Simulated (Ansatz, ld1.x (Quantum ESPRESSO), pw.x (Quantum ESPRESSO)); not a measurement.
**From atom to crystal: PAW potential for carbon**

```
Element                 : carbon
Generator               : ld1.x (Quantum ESPRESSO) 7.5
Type                    : PAW
Functional              : PBE
Relativity              : scalar-relativistic
Frozen core             : [He]
Valence charge          : 4
Reference configuration : 2s2 2p2
Partial waves           : 2s (bound): rcut 0.95, rcutus 1.20 bohr; 2s channel at 1.2 Ry: rcut 0.95, rcutus 1.20 bohr; 2p (bound): rcut 1.85, rcutus 2.50 bohr; 2p channel at 0.85 Ry: rcut 1.85, rcutus 2.50 bohr; 3d channel at 0.35 Ry: rcut 2.25, rcutus 2.70 bohr; 3d channel at 1.15 Ry: rcut 2.25, rcutus 2.70 bohr
Local potential         : all-electron potential smoothed inside 2.00 bohr (lloc = -1)
Core correction         : Bessel-smoothed model core inside 0.60 bohr
Augmentation charge     : BESSEL, radius 0.85 bohr
```

Crystal test: fcc C in pw.x 7.5, no spin, 18³ k-points, Fermi–Dirac smearing 0.01 Ry, cutoffs 40/320 Ry. The reference is all-electron LAPW (Ansatz 0.2.0) with the same functional, mesh and smearing; V0 and B0 come from Birch–Murnaghan fits to the pressures at five volumes. Errors are pseudo minus all-electron; Δ is the rms difference of the E(V) curves that follow from these fits, minima aligned, over ±6 % about the mean V0. Mesh and smearing are coarse, so the numbers serve the comparison and aren't converged zero-temperature values; the lattice is a test structure that the element need not adopt.

All-electron: a0 = 3.083 Å (V0 = 7.33 Å³/atom), B0 = 151.8 GPa.

How far does the potential miss the all-electron equation of state?

mean pressure error (GPa): -3.44; a0 (Å): 3.061; a0 error (%): -0.71; B0 error (%): +11.1; Δ (meV/atom): 5.4. The largest radius (2.70 bohr) exceeds half the bond length (2.07 bohr), so the spheres overlap, which is one possible source of error among others. This is a poor potential for the solid. Atomic configuration tests: test run stopped at test 2 of 7 (negative rho).

```csv
V (Å³/atom),P all-electron (GPa),P pseudo (GPa)
7.083,5.44,2.19
7.270,1.19,-2.45
7.456,-2.58,-5.93
7.642,-5.94,-9.43
7.829,-8.92,-12.39
```

At the middle volume, how do free energy and pressure move when the wave cutoff is lowered (ecutrho held at 320 Ry)?

| cutoff (Ry) | shift of F (meV/atom) | shift of P (GPa) |
| --- | --- | --- |
| 18 | +81.4 | -5.08 |
| 24 | +19.3 | +1.42 |
| 32 | +7.9 | +0.13 |

The run at the middle volume (195 k-points, 8 iterations) took about 9.3 s on one core of a shared host (Neoverse-V1, 32 threads, 247 GiB, load 19).
